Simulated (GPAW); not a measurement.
Runs of GPAW 26.7.0 on TiC. It takes space group Fm-3m (No. 225, cubic). The conventional cell has a = 4.331 Å, b = 4.331 Å, c = 4.331 Å, α = 90.00°, β = 90.00°, γ = 90.00°. Around Ti (site symmetry m-3m) lie 6 C at 2.17 Å. C (site symmetry m-3m) has 6 Ti at 2.17 Å as nearest neighbours. The cell is a database's computed one.

```tsv
task	level	potentials or basis	U	cell	k mesh	cutoff (eV)	maxiter	convergence	gap on the mesh (eV)	pressure (GPa)
single point	PBE	GPAW PAW data sets (gpaw-data 1.2.1), pw	-	as given	9 × 9 × 9	600	120	default	none	0.7
single point	PBEsol	PAW data sets generated in the run's folder for this functional, pw	-	atoms moved at random, drawn with an rms of 0.05 Å	11 × 11 × 11	800	150	-	none	-5.4
single point	PBEsol	PAW data sets generated in the run's folder for this functional, pw	-	as given	11 × 11 × 11	800	150	-	none	-5.9
single point	LDA+U	the program's PAW data sets (release 1.2.1) made for this functional, pw	Ti d U = 5 eV	as given	9 × 9 × 9	650	120	default	none	(a)
```

Alike in all rows: no spin polarisation; smearing fermi-dirac 0.05 eV.

Q: Fill in the values left out.

A: (a) -2.2.

Caveats: the cutoff is short for stress and forces, so pressures can be off by a GPa or more (some runs); U without spin polarisation on a metal has little footing (some runs); the U is typed as a test and isn't derived for this compound (some runs).

A gap of «none» marks a metal or a gap under the smearing width.
